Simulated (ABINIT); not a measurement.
Crystal: PbS (Galena).

```
CELL_PARAMETERS angstrom
0.00000 2.96575 2.96575
2.96575 0.00000 2.96575
2.96575 2.96575 0.00000
ATOMIC_POSITIONS crystal
Pb 0.00000 0.00000 0.00000
S 0.50000 0.50000 0.50000
```

Base run:

```yaml
Program: ABINIT 10.8.3 (patched build)
Functional: PBE
Potentials_or_basis: SPMS NC PBE v1.0
Cutoff: 490 eV
k_mesh: 6 × 6 × 6
Occupations: fixed
Spin: no spin polarisation
```

Its results: band gap on the k mesh 0.38 eV, direct; pressure 2.0 GPa.

The run is repeated on the same cell with these changes: functional from PBE to PBE0. What comes out?

Band gap on the k mesh 1.33 eV, direct; pressure -0.3 GPa.

PBE0 gives the wider gap, since exact exchange removes part of the self-interaction.

Caveats: spin-orbit coupling is left out, which as a rule narrows the gap of such compounds by several tenths of an eV; the potentials were made for another functional, which shifts forces and pressure (some runs).

A k mesh can miss the band edges.
